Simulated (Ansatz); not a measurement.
What does this script print? It uses Ansatz's Python interface.

Contents of `tio2.extxyz`:
```text
3
Lattice="1.4973312 0.86448457 6.98154439 -1.4973312 0.86448457 6.98154439 0.0 -1.72896914 6.98154439" Properties=species:S:1:pos:R:3 pbc="T T T"
Ti    0.00000000    0.00000000    0.00000000
O    -0.00000000   -0.00000000   12.99545372
O     0.00000000   -0.00000000    7.94917947
```

`eps_tio2.py`
```python
'''Response of TiO2 to an electric field.'''

import argparse

import ansatz as az
import numpy as np

parser = argparse.ArgumentParser(description='Response of TiO2 to an electric field.')
parser.add_argument('--kgrid', type=int, nargs=3, required=True, help='k-point sampling')
parser.add_argument('--cutoff', type=float, required=True, help='plane-wave cutoff (eV)')
parser.add_argument('--occupations', default='fixed', help='how the bands are filled')
args = parser.parse_args()

cell = az.Crystal.from_extxyz('tio2.extxyz')

# an insulator: whole occupations
calculation = cell.calculation()
calculation = calculation.functional(az.Functional.PBESOL)
calculation = calculation.kpoints(*args.kgrid)
calculation = calculation.basis(args.cutoff)
calculation = calculation.occupations(args.occupations)
calculation = calculation.dielectric()
outcome = calculation.run(threads=1)
response = outcome.dielectric
eps = np.asarray(response.eps_inf)

values = np.linalg.eigvalsh(eps)
print('principal values of eps_inf:', np.round(values, 3))
print('refractive indices:', np.round(np.sqrt(values), 3))
for site, z in zip(outcome.lattice.sites, response.zstar_e):
    print(f'{site.symbol:2s} Z* trace/3 = {np.trace(z) / 3:+.3f} e')
print(f'charge neutrality missed by {response.zstar_sum_residual_pre_e:.4f} e before the sum rule')
```

```console
$ python eps_tio2.py --kgrid 8 8 8 --cutoff 420.0
principal values of eps_inf: [1.76  5.132 5.132]
refractive indices: [1.327 2.265 2.265]
Ti Z* trace/3 = +5.086 e
O  Z* trace/3 = -2.543 e
O  Z* trace/3 = -2.543 e
charge neutrality missed by 0.0019 e before the sum rule
```

Notes:
- The run is spin-unpolarised.
- With fixed filling the reported Fermi level is the top filled level among the k-points of the SCF.
- Averages over directions belong to no single polarisation, least of all in layered crystals.
- Pressure is positive in compression.
- This cell is a computed structure, which may not be the phase found in nature.
- This is the electronic (clamped-ion) response; a semilocal gap that is too small tends to raise it. The typed mesh is that of the SCF; the response is solved on denser meshes that the run picks.
- Run time: 2.2 min on 1 thread of Arm Neoverse V2, on a shared host, peak memory 0.9 GiB.
